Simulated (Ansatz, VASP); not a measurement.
One calculation of Sn, two programs

File INCAR:

```
SYSTEM = Sn
ALGO     = Normal         ! electronic algorithm
EDIFF    = 1E-6           ! SCF threshold, eV
ENCUT    = 520            ! plane-wave cutoff, eV
GGA      = PE             ! functional
ISIF     = 2              ! what is computed and relaxed
ISMEAR   = -1             ! smearing method
LASPH    = .True.         ! aspherical terms in the spheres
LCHARG   = .True.         ! write CHGCAR
LELF     = .True.         ! ELF
LREAL    = .False.        ! projectors in reciprocal space
LVHAR    = .True.       
LWAVE    = .False.        ! write WAVECAR
NBANDS   = 36             ! bands
NELM     = 60             ! most SCF steps
PREC     = Accurate       ! precision mode
SIGMA    = 0.02           ! smearing width, eV
```

The input KPOINTS:

```
k-points
0
Gamma
  6 6 4
  0 0 0
```

Contents of POSCAR:

```
Sn
1.0
    4.6812909939      0.0000000000      0.0000000000
   -2.3406454969      4.0541169232      0.0000000000
    0.0000000000      0.0000000000      7.6900307835
Sn
4
Direct
    0.3333333333      0.6666666667      0.0001287801
    0.6666666667      0.3333333333      0.5001287801
    0.3333333333      0.6666666667      0.3748712199
    0.6666666667      0.3333333333      0.8748712199
```

Input for Ansatz:

```yaml
crystal:
  lattice:
    - [4.6812909939, 0.0, 0.0]
    - [-2.3406454969, 4.0541169232, 0.0]
    - [0.0, 0.0, 7.6900307835]
  atoms:
    - { symbol: Sn, position: [0.3333333333, 0.6666666667, 0.0001287801] }
    - { symbol: Sn, position: [0.6666666667, 0.3333333333, 0.5001287801] }
    - { symbol: Sn, position: [0.3333333333, 0.6666666667, 0.3748712199] }
    - { symbol: Sn, position: [0.6666666667, 0.3333333333, 0.8748712199] }
kpoints:
  mp_grid: { grid: [6, 6, 4] }
  band_path:
    path:
      - [0.0, 0.0, 0.0]
      - [0.5, 0.0, 0.0]
      - [0.3333333333, 0.3333333333, 0.0]
      - [0.0, 0.0, 0.5]
      - [0.5, 0.0, 0.5]
      - [0.3333333333, 0.3333333333, 0.5]
      - [0.0, 0.0, -0.067708]
      - [-0.001302, 0.0, 0.264323]
    npoints: 1
hamiltonian:
  xc: pbe
scf:
  occupations: { method: fermi_dirac, width: 0.02 }
  n_extra_bands: 5
output:
  forces: true
  stress: true
  eigenvalues: true
  write_density: true
  write_potential: true
  elf: true
  volumetric_format: npy
```

Change from the starting cell: hydrostatic strain +1.0%.

Alike in both runs: task single point; functional PBE; k mesh 6 × 6 × 4; occupations fermi-dirac, width 0.02 eV; no spin polarisation.

```csv
,VASP,Ansatz
version,VASP 6.6.1,Ansatz 0.2.0
potentials or method,"VASP PAW PBE potentials, release 64 (Sn_d)","plane waves, PAW"
plane-wave cutoff (eV),520,420
valence electrons in the cell,56,56
```

Ansatz gave:

```
pressure (GPa)                                  : 0.4
largest component of the traceless stress (GPa) : 0.24
rms of the force components (eV/Å)              : 0.024
```

Question: What did VASP give for the same quantities?

Answer: Pressure (GPa): 0.3; largest component of the traceless stress (GPa): 0.24; rms of the force components (eV/Å): 0.024.

Atom by atom the forces differ by 0.000 eV/Å (rms over components).
